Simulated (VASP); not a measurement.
# BN (Qingsongite) (F-43m) in VASP: a series of runs

Runs on BN (Qingsongite). Level: LDA. Tasks: single point.

All numbers are computed with VASP 6.6.1; they aren't measurements. Logs are shortened: lines on timing, memory, paths and dates and some standing lists are left out, and cuts for length are marked.

**The experiment to reproduce.**

From a printed reference work, monograph, for a bulk crystal of BN at 300 K: band gap 6.4 eV (indirect).

How close the calculation comes is told below.

## Step 1: The cell of the first run

The structure is cubic, space group F-43m (No. 216). Conventional cell: a = 3.541 Å, b = 3.541 Å, c = 3.541 Å, α = 90.00°, β = 90.00°, γ = 90.00°. Within 2.0 Å of B (site symmetry -43m) lie 4 N at 1.53 Å. N (site symmetry -43m) has 4 B at 1.53 Å within 2.0 Å.

## Step 2: Single point, LDA

Contents of INCAR:

```
  ALGO = Normal
  EDIFF = 1E-7
  ENCUT = 520
  ISIF = 2
  ISMEAR = 0
  LASPH = True
  LCHARG = False
  LREAL = False
  LWAVE = False
  NBANDS = 11
  NELM = 80
  PREC = Accurate
  SIGMA = 0.01
```

Contents of KPOINTS:

```
k-points
0
Gamma
  8 8 8
```

Contents of POSCAR:

```
BN
1.0
    0.0000000000      1.7706018915      1.7706018915
    1.7706018915      0.0000000000      1.7706018915
    1.7706018915      1.7706018915      0.0000000000
B N
1 1
Direct
    0.0000000000      0.0000000000      0.0000000000
    0.2500000000      0.2500000000      0.2500000000
```

Potentials or basis: VASP PAW LDA potentials, release 64 (B, N).

Launch:

```bash
$ cat potpaw_LDA.64/B/POTCAR potpaw_LDA.64/N/POTCAR > POTCAR
$ mpirun -np 1 vasp_std > vasp.out
```

OUTCAR:

```text
EDIFF = 1E-7
   ENCUT = 520
   ISIF = 2
   ISMEAR = 0
   LASPH = True
   LREAL = False
   NELM = 80
   PREC = Accurate

 ion  position               nearest neighbor table
   1  0.000  0.000  0.000-   2 1.53   2 1.53   2 1.53   2 1.53
   2  0.250  0.250  0.250-   1 1.53   1 1.53   1 1.53   1 1.53

  LATTYP: Found a face centered cubic cell.
 ALAT       =     3.5412037830

  Lattice vectors:

 A1 = (   0.0000000000,   1.7706018915,   1.7706018915)
 A2 = (   1.7706018915,   0.0000000000,   1.7706018915)
 A3 = (   1.7706018915,   1.7706018915,   0.0000000000)

Analysis of symmetry for initial positions (statically):
=====================================================================
 Subroutine PRICEL returns:
 Original cell was already a primitive cell.

 Routine SETGRP: Setting up the symmetry group for a
 face centered cubic supercell.

 Subroutine GETGRP returns: Found 24 space group operations
 (whereof 24 operations were pure point group operations)
 out of a pool of 48 trial point group operations.

The static configuration has the point symmetry T_d .

Analysis of symmetry for dynamics (positions and initial velocities):
=====================================================================
 Subroutine PRICEL returns:
 Original cell was already a primitive cell.

 Routine SETGRP: Setting up the symmetry group for a
 face centered cubic supercell.

 Subroutine GETGRP returns: Found 24 space group operations
 (whereof 24 operations were pure point group operations)
 out of a pool of 48 trial point group operations.

The dynamic configuration has the point symmetry T_d .

 Subroutine INISYM returns: Found 24 space group operations
 (whereof 24 operations are pure point group operations),
 and found     1 'primitive' translations

----------------------------------------------------------------------------------------

                                     Primitive cell

  volume of cell :      11.1018

  direct lattice vectors                    reciprocal lattice vectors
     0.000000000  1.770601891  1.770601891    -0.282389849  0.282389849  0.282389849
     1.770601891  0.000000000  1.770601891     0.282389849 -0.282389849  0.282389849
     1.770601891  1.770601891  0.000000000     0.282389849  0.282389849 -0.282389849

  length of vectors
     2.504009209  2.504009209  2.504009209     0.489113565  0.489113565  0.489113565

  position of ions in fractional coordinates (direct lattice)
     0.000000000  0.000000000  0.000000000
     0.250000000  0.250000000  0.250000000

  ion indices of the primitive-cell ions
   primitive index   ion index
                 1           1
                 2           2

----------------------------------------------------------------------------------------

 KPOINTS: k-points

Automatic generation of k-mesh.
 Grid dimensions read from file:
 generate k-points for:    8    8    8

 Generating k-lattice:

  Cartesian coordinates                     Fractional coordinates (reciprocal lattice)
    -0.035298731  0.035298731  0.035298731     0.125000000  0.000000000  0.000000000
     0.035298731 -0.035298731  0.035298731     0.000000000  0.125000000  0.000000000
     0.035298731  0.035298731 -0.035298731     0.000000000  0.000000000  0.125000000

  Length of vectors
     0.061139196  0.061139196  0.061139196

  Shift w.r.t. Gamma in fractional coordinates (k-lattice)
     0.000000000  0.000000000  0.000000000

 Subroutine IBZKPT returns following result:
 ===========================================

 Found     29 irreducible k-points:

 Following reciprocal coordinates:
            Coordinates               Weight
  0.000000  0.000000  0.000000      1.000000
  0.125000  0.000000  0.000000      8.000000
  0.250000  0.000000  0.000000      8.000000
  0.375000  0.000000  0.000000      8.000000
  0.500000  0.000000  0.000000      4.000000
  0.125000  0.125000  0.000000      6.000000
[... 16 lines left out ...]
  0.500000  0.250000  0.125000     48.000000
 -0.375000  0.250000  0.125000     24.000000
 [... further k-points ...]
   k-points           NKPTS =     29   k-points in BZ     NKDIM =     29   number of bands    NBANDS=     11
   number of dos      NEDOS =    301   number of ions     NIONS =      2
   total plane-waves  NPLWV =   8000
   dimension x,y,z NGX =    20 NGY =   20 NGZ =   20
   dimension x,y,z NGXF=    40 NGYF=   40 NGZF=   40
   ions per type =               1   1
   NGX,Y,Z   is equivalent  to a cutoff of  13.28, 13.28, 13.28 a.u.
   NGXF,Y,Z  is equivalent  to a cutoff of  26.56, 26.56, 26.56 a.u.
 SYSTEM =  unknown system
   PREC   = accura    normal or accurate (medium, high low for compatibility)
   ISTART =      0    job   : 0-new  1-cont  2-samecut
   ICHARG =      2    charge: 1-file 2-atom 10-const
   ISPIN  =      1    spin polarized calculation?
   LNONCOLLINEAR =      F non collinear calculations
   LSORBIT =      F    spin-orbit coupling
   LASPH  =      T    aspherical Exc in radial PAW
   ENCUT  =  520.0 eV  38.22 Ry    6.18 a.u.   4.66  4.66  4.66*2*pi/ulx,y,z
   NELM   =     80;   NELMIN=  2; NELMDL= -5     # of ELM steps
   EDIFF  = 0.1E-06   stopping-criterion for ELM
   LREAL  =      F    real-space projection
   EDIFFG = 0.1E-05   stopping-criterion for IOM
   NSW    =      0    number of steps for IOM
   IBRION =     -1    ionic relax: 0-MD 1-quasi-New 2-CG
   NFREE  =      0    steps in history (QN), initial steepest desc. (CG)
   ISIF   =      2    stress and relaxation
   ISYM   =      2    0-nonsym 1-usesym 2-fastsym
   POTIM  = 0.5000    time-step for ionic-motion
   TEBEG  =    0.0;   TEEND  =   0.0 temperature during run
   PSTRESS=    0.0 pullay stress
   NELECT =       8.0000    total number of electrons
   NUPDOWN=      -1.0000    fix difference up-down
   EMIN   =  10.00;   EMAX   =-10.00  energy-range for DOS
   EFERMI =   0.00;   METHOD = LEGACY
   ISMEAR =     0;   SIGMA  =   0.01  broadening in eV -4-tet -1-fermi 0-gaus
   EFERMI_NEDOS =   21; number of points for ismear=-14 and -15
   IALGO  =     38    algorithm
   IMIX   =      4    mixing-type and parameters
     AMIX     =   0.40;   BMIX     =  1.00
     AMIX_MAG =   1.60;   BMIX_MAG =  1.00
  volume/ion in A,a.u.               =       5.55        37.46
  Fermi-wavevector in a.u.,A,eV,Ry     =   1.467711  2.773572 29.309341  2.154176
  Thomas-Fermi vector in A             =   2.583296
   LORBIT       =      0    0 simple, 1 ext, 2 COOP (PROOUT), +10 PAW based schemes
   GGA     = CA    functional components
   LHFCALC =     F    Hartree Fock is set to
   AEXX    =    0.0000 exact exchange contribution
   IVDW    =     0    specifies the selected vdW correction
   LEPSILON=     F    determine dielectric tensor
   LRPA    =     F    only Hartree local field effects (RPA)
 non-spin polarized calculation
 Gauss-broadening in eV      SIGMA  =   0.01
  energy-cutoff  :      520.00
  volume of cell :       11.10
 maximum number of plane-waves:       308
   NGX =  9   NGY =  9   NGZ =  9

 number of electron       7.9999999 magnetization

 Free energy of the ion-electron system (eV)
  ---------------------------------------------------
  ext. energy  EPLUGINS =         0.00000000
  ---------------------------------------------------
  free energy    TOTEN  =       -19.39438952 eV

  energy without entropy =      -19.39438952  energy(sigma->0) =      -19.39438952

 E-fermi :   8.2686     XC(G=0): -13.4048

 val. band max:        8.1835751451   @ k =   0.0000   0.0000   0.0000
 cond. band min:      12.5974846702   @ k =   0.5000   0.5000   0.0000
 fundamental gap:      4.4139095251
 Fermi energy:         8.2685820792

 k-point     1 :       0.0000    0.0000    0.0000
  band No.  band energies     occupation
      1     -12.6042      2.00000
      2       8.1836      2.00000
      3       8.1836      2.00000
      4       8.1836      2.00000
      5      17.1584      0.00000
      6      17.1584      0.00000
      7      17.1584      0.00000
      8      19.6457      0.00000
      9      33.8585      0.00000
     10      36.7433      0.00000
     11      36.7433      0.00000

 k-point     2 :       0.1250    0.0000    0.0000
  band No.  band energies     occupation
      1     -12.2052      2.00000
      2       6.2386      2.00000
      3       7.7736      2.00000
      4       7.7736      2.00000
      5      17.7272      0.00000
      6      17.7688      0.00000
      7      17.7688      0.00000
      8      20.6888      0.00000
      9      33.0367      0.00000
     10      33.3379      0.00000
     11      33.3379      0.00000

 k-point     3 :       0.2500    0.0000    0.0000
  band No.  band energies     occupation
      1     -11.0402      2.00000
      2       2.4795      2.00000
      3       6.9751      2.00000
      4       6.9751      2.00000
      5      18.4595      0.00000
      6      18.7616      0.00000
      7      18.7616      0.00000
      8      22.4968      0.00000
      9      32.0686      0.00000
     10      32.2527      0.00000
     11      32.2527      0.00000

 k-point     4 :       0.3750    0.0000    0.0000
  band No.  band energies     occupation
      1      -9.2873      2.00000
      2      -1.1713      2.00000
      3       6.3441      2.00000
      4       6.3441      2.00000
      5      19.0133      0.00000
      6      19.1045      0.00000
      7      19.1045      0.00000
      8      23.5301      0.00000
      9      31.9862      0.00000
     10      33.9143      0.00000
     11      33.9143      0.00000
[... 239 lines left out ...]
 k-point    22 :       0.3750    0.2500    0.1250
  band No.  band energies     occupation
      1     -10.0423      2.00000
      2       2.2901      2.00000
      3       3.9951      2.00000
      4       6.0444      2.00000
      5      16.9709      0.00000
      6      20.3716      0.00000
      7      21.4899      0.00000
      8      22.0099      0.00000
      9      28.1322      0.00000
     10      34.5236      0.00000
     11      36.5165      0.00000

 k-point    23 :       0.5000    0.2500    0.1250
  band No.  band energies     occupation
      1      -8.3913      2.00000
      2      -0.4239      2.00000
      3       3.1862      2.00000
      4       5.0378      2.00000
      5      17.7452      0.00000
      6      19.9317      0.00000
      7      22.7364      0.00000
      8      23.3433      0.00000
      9      28.7326      0.00000
     10      34.1637      0.00000
     11      36.5506      0.00000

 k-point    24 :      -0.3750    0.2500    0.1250
  band No.  band energies     occupation
      1      -7.2613      2.00000
      2      -2.0676      2.00000
      3       3.1408      2.00000
      4       4.4833      2.00000
      5      17.8553      0.00000
      6      19.8881      0.00000
      7      23.3203      0.00000
      8      24.6139      0.00000
      9      28.0207      0.00000
     10      34.8532      0.00000
     11      36.5097      0.00000

 [... further k-points ...]

------------------------ aborting loop because EDIFF is reached ----------------------------------------

  FORCE on cell =-STRESS in cart. coord.  units (eV):
  Direction    XX          YY          ZZ          XY          YZ          ZX
  --------------------------------------------------------------------------------------
  -------------------------------------------------------------------------------------
  Total        1.0596816      1.0596816      1.0596816      0.0000000     -0.0000000     -0.0000000
  in kB      152.9301878    152.9301878    152.9301878      0.0000000     -0.0000000     -0.0000000
  external PRESSURE =     152.9301878 kB  Pullay stress =       0.0000000 kB

 VOLUME and BASIS-vectors are now :
 -----------------------------------------------------------------------------
  energy-cutoff  :      520.00
  volume of cell :       11.10
      direct lattice vectors                 reciprocal lattice vectors
     0.000000000  1.770601891  1.770601891    -0.282389849  0.282389849  0.282389849
     1.770601891  0.000000000  1.770601891     0.282389849 -0.282389849  0.282389849
     1.770601891  1.770601891  0.000000000     0.282389849  0.282389849 -0.282389849

 POSITION                                       TOTAL-FORCE (eV/Angst)
 -----------------------------------------------------------------------------------
      0.00000      0.00000      0.00000        -0.000000     -0.000000     -0.000000
      0.88530      0.88530      0.88530         0.000000      0.000000      0.000000
 -----------------------------------------------------------------------------------
    total drift:                               -0.000000     -0.000000     -0.000000

  FREE ENERGIE OF THE ION-ELECTRON SYSTEM (eV)
  ---------------------------------------------------
  free  energy   TOTEN  =       -19.3943895193 eV

  energy  without entropy=      -19.3943895193  energy(sigma->0) =      -19.39438952
```

Wall time 2.3 s (1 thread of Intel Xeon 6975P-C (Granite Rapids), shared host); peak memory 0.11 GiB.

Results:

* Free energy: -19.3944 eV
* Pressure: 15.3 GPa
* Band gap on the k mesh: 4.41 eV, indirect (least direct gap 8.97 eV)

Levels at points of the mesh, in eV from the valence-band top:
| k point | band 2 | band 3 | band 4 | band 5 | band 6 | band 7 |
| --- | --- | --- | --- | --- | --- | --- |
| (0.00, 0.00, 0.00) | 0.00 | 0.00 | 0.00 | 8.97 | 8.97 | 8.97 |
| (0.50, 0.00, 0.00) | -11.29 | -2.07 | -2.07 | 10.90 | 10.90 | 11.03 |
| (0.50, 0.50, 0.00) | -9.30 | -5.24 | -5.24 | 4.41 | 9.49 | 18.66 |

A k mesh can miss the band edges. As with any semilocal functional, this LDA gap is likely too small.

## Step 3: Single point, LDA

This run uses another cell than the first one, of 5.67 Å³/atom, 1.021 times its volume.

Contents of INCAR:

```
SYSTEM = BN
PREC = Accurate ; ENCUT = 520
EDIFF = 1E-6 ; ISMEAR = 0
SIGMA = 0.01 ; LREAL = .FALSE.
LASPH = .TRUE. ; NELM = 80
ALGO = Normal ; ISIF = 2
LWAVE = .FALSE. ; LCHARG = .TRUE.
LELF = .TRUE. ; LVHAR = .TRUE.
NBANDS = 11
```

Contents of KPOINTS:

```
regular mesh
0
G
  8 8 8
  0 0 0
```

Contents of POSCAR:

```
BN
1.0
    0.0000000000      1.7830713297      1.7830713297
    1.7830713297      0.0000000000      1.7830713297
    1.7830713297      1.7830713297      0.0000000000
B N
1 1
Direct
    0.0000000000      0.0000000000      0.0000000000
    0.2500000000      0.2500000000      0.2500000000
```

Potentials or basis: VASP PAW LDA potentials, release 64 (B, N).

Launch:

```bash
$ cat potpaw_LDA.64/B/POTCAR potpaw_LDA.64/N/POTCAR > POTCAR
$ mpirun -np 1 vasp_std > vasp.out
```

Run time: 2.3 s. Hardware: 1 thread of Intel Xeon 6975P-C (Granite Rapids), shared host; peak memory 0.11 GiB.

The run converged. Its results:

```
Free energy            : -19.4103 eV
Pressure               : 6.0 GPa
Band gap on the k mesh : 4.39 eV, indirect (least direct gap 8.88 eV)
```

Levels at points of the mesh, in eV from the valence-band top:
```tsv
k point	band 1	band 2	band 3	band 4	band 5	band 6	band 7	band 8	band 9
(0.00, 0.00, 0.00)	-20.54	0.00	0.00	0.00	8.88	8.88	8.88	11.11	25.27
(0.50, 0.00, 0.00)	-16.06	-11.09	-2.03	-2.03	10.75	10.79	10.79	15.43	23.68
(0.50, 0.50, 0.00)	-14.63	-9.15	-5.13	-5.13	4.39	9.37	18.33	18.33	21.22
```

## Step 4: Single point, LDA

This run uses another cell than the first one, of 5.79 Å³/atom, 1.043 times its volume.

Contents of INCAR:

```
SYSTEM = BN
  PREC = Accurate
  ENCUT = 520
  EDIFF = 1E-7
  ISMEAR = 0
  SIGMA = 0.01
  LREAL = .False.
  LASPH = .True.
  NELM = 100
  ALGO = Normal
  ISIF = 2
  LWAVE = .False.
  LCHARG = .False.
  NBANDS = 11
```

Contents of KPOINTS:

```
regular mesh
0
Gamma
  8 8 8
  0 0 0
```

Contents of POSCAR:

```
BN
1.0
    0.0000000000      1.7953687620      1.7953687620
    1.7953687620      0.0000000000      1.7953687620
    1.7953687620      1.7953687620      0.0000000000
B N
1 1
Direct
    0.0000000000      0.0000000000      0.0000000000
    0.2500000000      0.2500000000      0.2500000000
```

Launch:

```bash
$ cat potpaw_LDA.64/B/POTCAR potpaw_LDA.64/N/POTCAR > POTCAR
$ mpirun -np 1 vasp_std > vasp.out
```

Run time: 2.4 s. Hardware: 1 thread of Intel Xeon 6975P-C (Granite Rapids), shared host; peak memory 0.11 GiB.

The run converged. Its results:

```yaml
Free_energy: -19.4133 eV
Pressure: -2.4 GPa
Band_gap_on_the_k_mesh: 4.37 eV, indirect (least direct gap 8.78 eV)
```

Levels at points of the mesh, in eV from the valence-band top:
```
           k point  band 1  band 2  band 3  band 4  band 5  band 6  band 7  band 8  band 9
(0.00, 0.00, 0.00)  -20.30    0.00    0.00    0.00    8.78    8.78    8.78   10.77   24.87
(0.50, 0.00, 0.00)  -15.92  -10.90   -1.99   -1.99   10.47   10.67   10.67   15.22   23.37
(0.50, 0.50, 0.00)  -14.52   -9.02   -5.03   -5.03    4.37    9.26   18.01   18.01   20.85
```

## Step 5: The runs side by side

| cell | gap on the mesh (eV) | pressure (GPa) |
| --- | --- | --- |
| a = 2.504 Å, angles 60.0°, 2 atoms | 4.41 | 15.3 |
| a = 2.522 Å, angles 60.0°, 2 atoms | 4.39 | 6.0 |
| a = 2.539 Å, angles 60.0°, 2 atoms | 4.37 | -2.4 |

Alike in all rows: task single point; level LDA; potentials or basis VASP PAW LDA potentials, release 64 (B, N); no spin polarisation; k mesh 8 × 8 × 8; cutoff (eV) 520; smearing gaussian 0.01 eV.

Total energies depend on the potentials used, so only differences within one code and one set of settings carry meaning.

## Step 6: Against experiment

Step 4. Against the measured gap of BN, 6.4 eV (indirect; 300 K; a printed reference work, monograph), the calculated 4.37 eV is off by -2.03 eV. The value is that of LDA on a finite k mesh, which can miss the band edges, without temperature or zero-point motion. Semilocal functionals fall short of measured gaps as a rule.
